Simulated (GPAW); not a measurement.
Sb, 2 atoms in the cell. Symmetry: R-3m, No. 166, trigonal system. Conventional cell: a = 4.308 Å, b = 4.308 Å, c = 11.274 Å, α = 90.00°, β = 90.00°, γ = 120.00°. Sb (site symmetry 3m) has 3 Sb at 2.91 Å as nearest neighbours. 

```yaml
Program: GPAW 26.7.0
Task: band structure
Functional: SOGGA
Potentials_or_basis: PAW data sets generated in the run's folder for this functional
Cutoff: 600 eV
Basis: pw
k_mesh: 5 × 5 × 5
Occupations: fermi-dirac, width 0.05 eV
Spin: spin-orbit coupling, no magnetisation
Maxiter: 150
Band_path: GLB1,BZGX,QFP1Z,LP
Band_points: 60
spin_axis_theta_degrees: 54.7
spin_axis_phi_degrees: 45
Soc_after_scf: second variation
```

Potentials or basis: PAW data sets generated in the run's folder for this functional, pw.

Command:

```sh
$ gpaw-setup -f GGA_X_SOGGA+GGA_C_PBE_SOL Sb
$ OMP_NUM_THREADS=1 python run.py
```

Hardware: 1 thread of Arm Neoverse V1, with other jobs on the host.

Estimate the wall time of this run.

Run time: 83 s on 1 thread of Arm Neoverse V1 (shared host), peak memory 0.31 GiB. Counts: scf iterations 15, plane waves 2034, bands 25, k points 19.
